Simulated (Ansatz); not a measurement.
# C: the cost of one run

Program: Ansatz 0.2.0. Level of theory: DFT PBE, scalar-relativistic, plane waves, PAW. These are calculated values, not measurements.

The COD entry's cell or inner coordinates are ideal or old and differ from later refinements, so a difference from it is no clean test against experiment.

### Step 1. The structure to begin with

The structure is hexagonal, space group P6_3mc (No. 186). The conventional cell has a = 2.470 Å, b = 2.470 Å, c = 6.790 Å, α = 90.00°, β = 90.00°, γ = 120.00°. Around C (site symmetry 3m) lie 3 C at 1.43 Å.

Coordinates:

```
C
1.0
     3.70500   -2.13908   -6.79000
     3.70500   -2.13908    6.79000
    -7.41000   -4.27816    0.00000
C
48
Direct
  0.00000 0.00000 0.00000
  0.50000 0.50000 0.00000
  0.66667 0.66667 0.83333
  0.16667 0.16667 0.83333
  0.33333 0.33333 0.66667
  0.83333 0.83333 0.66667
  0.00000 0.00000 0.50000
  0.50000 0.50000 0.50000
  0.66667 0.66667 0.33333
  0.16667 0.16667 0.33333
  0.33333 0.33333 0.16667
  0.83333 0.83333 0.16667
  0.75000 0.25000 0.00000
  0.25000 0.75000 0.00000
  0.41667 0.91667 0.83333
  0.91667 0.41667 0.83333
  0.08333 0.58333 0.66667
  0.58333 0.08333 0.66667
  0.75000 0.25000 0.50000
  0.25000 0.75000 0.50000
  0.41667 0.91667 0.33333
  0.91667 0.41667 0.33333
  0.08333 0.58333 0.16667
  0.58333 0.08333 0.16667
  0.16417 0.16917 0.00000
  0.66417 0.66917 0.00000
  0.83083 0.83583 0.83333
  0.33083 0.33583 0.83333
  0.49750 0.50250 0.66667
  0.99750 0.00250 0.66667
  0.16417 0.16917 0.50000
  0.66417 0.66917 0.50000
  0.83083 0.83583 0.33333
  0.33083 0.33583 0.33333
  0.49750 0.50250 0.16667
  0.99750 0.00250 0.16667
  0.58083 0.08583 0.00000
  0.08083 0.58583 0.00000
  0.24750 0.75250 0.83333
  0.74750 0.25250 0.83333
  0.91417 0.41917 0.66667
  0.41417 0.91917 0.66667
  0.58083 0.08583 0.50000
  0.08083 0.58583 0.50000
  0.24750 0.75250 0.33333
  0.74750 0.25250 0.33333
  0.91417 0.41917 0.16667
  0.41417 0.91917 0.16667
```

The runs take a perfect supercell of 48 atoms; the defect goes to fractional position (0.917, 0.667, 0.250).

### Step 2. The perfect supercell

input.yaml

```yaml
crystal:
  lattice:
    - [3.705, -2.139083, -6.79]
    - [3.705, -2.139083, 6.79]
    - [-7.41, -4.278165, 0.0]
  atoms:
    - { symbol: C, position: [0.0, 0.0, 0.0] }
    - { symbol: C, position: [0.5, 0.5, 0.0] }
    - { symbol: C, position: [0.666667, 0.666666, 0.833333] }
    - { symbol: C, position: [0.166667, 0.166666, 0.833333] }
    - { symbol: C, position: [0.333333, 0.333334, 0.666667] }
    - { symbol: C, position: [0.833333, 0.833334, 0.666667] }
    - { symbol: C, position: [0.0, 0.0, 0.5] }
    - { symbol: C, position: [0.5, 0.5, 0.5] }
    - { symbol: C, position: [0.666667, 0.666666, 0.333333] }
    - { symbol: C, position: [0.166667, 0.166666, 0.333333] }
    - { symbol: C, position: [0.333333, 0.333334, 0.166667] }
    - { symbol: C, position: [0.833333, 0.833334, 0.166667] }
    - { symbol: C, position: [0.75, 0.25, 0.0] }
    - { symbol: C, position: [0.25, 0.75, 0.0] }
    - { symbol: C, position: [0.416667, 0.916666, 0.833333] }
    - { symbol: C, position: [0.916667, 0.416666, 0.833333] }
    - { symbol: C, position: [0.083333, 0.583334, 0.666667] }
    - { symbol: C, position: [0.583333, 0.083334, 0.666667] }
    - { symbol: C, position: [0.75, 0.25, 0.5] }
    - { symbol: C, position: [0.25, 0.75, 0.5] }
    - { symbol: C, position: [0.416667, 0.916666, 0.333333] }
    - { symbol: C, position: [0.916667, 0.416666, 0.333333] }
    - { symbol: C, position: [0.083333, 0.583334, 0.166667] }
    - { symbol: C, position: [0.583333, 0.083334, 0.166667] }
    - { symbol: C, position: [0.164167, 0.169167, 0.0] }
    - { symbol: C, position: [0.664167, 0.669167, 0.0] }
    - { symbol: C, position: [0.830834, 0.835833, 0.833333] }
    - { symbol: C, position: [0.330834, 0.335833, 0.833333] }
    - { symbol: C, position: [0.4975, 0.502501, 0.666667] }
    - { symbol: C, position: [0.9975, 0.002501, 0.666667] }
    - { symbol: C, position: [0.164167, 0.169167, 0.5] }
    - { symbol: C, position: [0.664167, 0.669167, 0.5] }
    - { symbol: C, position: [0.830834, 0.835833, 0.333333] }
    - { symbol: C, position: [0.330834, 0.335833, 0.333333] }
    - { symbol: C, position: [0.4975, 0.502501, 0.166667] }
    - { symbol: C, position: [0.9975, 0.002501, 0.166667] }
    - { symbol: C, position: [0.580833, 0.085833, 0.0] }
    - { symbol: C, position: [0.080833, 0.585833, 0.0] }
    - { symbol: C, position: [0.2475, 0.752499, 0.833333] }
    - { symbol: C, position: [0.7475, 0.252499, 0.833333] }
    - { symbol: C, position: [0.914166, 0.419167, 0.666667] }
    - { symbol: C, position: [0.414166, 0.919167, 0.666667] }
    - { symbol: C, position: [0.580833, 0.085833, 0.5] }
    - { symbol: C, position: [0.080833, 0.585833, 0.5] }
    - { symbol: C, position: [0.2475, 0.752499, 0.333333] }
    - { symbol: C, position: [0.7475, 0.252499, 0.333333] }
    - { symbol: C, position: [0.914166, 0.419167, 0.166667] }
    - { symbol: C, position: [0.414166, 0.919167, 0.166667] }
basis:
  ecutwfc: 420
  fft_grid_basis: typed
kpoints:
  mp_grid: { grid: [2, 2, 2] }
hamiltonian:
  xc: pbe
  pseudopotentials: { kind: paw }
scf:
  occupations: { method: gaussian, width: 0.05 }
output:
  forces: true
  stress: false
  eigenvalues: true
  bader: false
  write_density: true
  volumetric_format: npy
```

On the command line:

```console
$ ansatz run input.yaml --threads 4 --pin off --max-ram 10240MiB --backend cpu --events-out ev --progress --plain --runs-dir out
```

What time and memory should one allow on 4 threads of Arm Neoverse V2, shared host?

About 4.5 s, with a peak of 1.6 GiB.
